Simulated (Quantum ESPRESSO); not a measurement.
**ZrC in Quantum ESPRESSO: the effect of strain**

Crystal: ZrC.

```xyz
2
Lattice="0.0000 2.3650 2.2704 2.3650 0.0000 2.2704 2.3650 2.3650 0.0000" Properties=species:S:1:pos:R:3 pbc="T T T"
Zr    2.3650    2.3650    2.2704
C     0.0000    0.0000    0.0000
```

Alike in all runs:

* Program: Quantum ESPRESSO 7.5
* Task: relaxation of the atoms
* Functional: PBEsol
* Potentials or basis: GBRV 1.5 PBEsol
* Cutoff: 612 eV
* Density cutoff: 4898 eV
* k mesh: 10 × 10 × 10
* Occupations: fermi-dirac, width 0.05 eV
* Spin: no spin polarisation
* Kind of strain: uniaxial_z
* Mixing beta: 0.5
* Most SCF iterations: 120
* SCF threshold: 4e-10 Ry
* Most ionic steps: 40
* Forc conv thr: 0.0004 Ry/bohr
* Etot conv thr: 1e-05 Ry

Each run relaxes the cell or the atoms first.

```tsv
strain	pressure (GPa)
-0.04	1.0
-0.02	-4.2
-0.01	?
0	-8.6
0.01	-10.5
0.02	-12.3
0.04	-15.3
```

What does the run with strain -0.01 give?

Pressure -6.5 GPa.

Worked out: A parabola through the other rows of the pressure, of slope -221 GPa per unit of strain there, gives -6.5 GPa, against the run's -6.5.

Caveats: the relaxation stopped at its first step, so nothing moved.
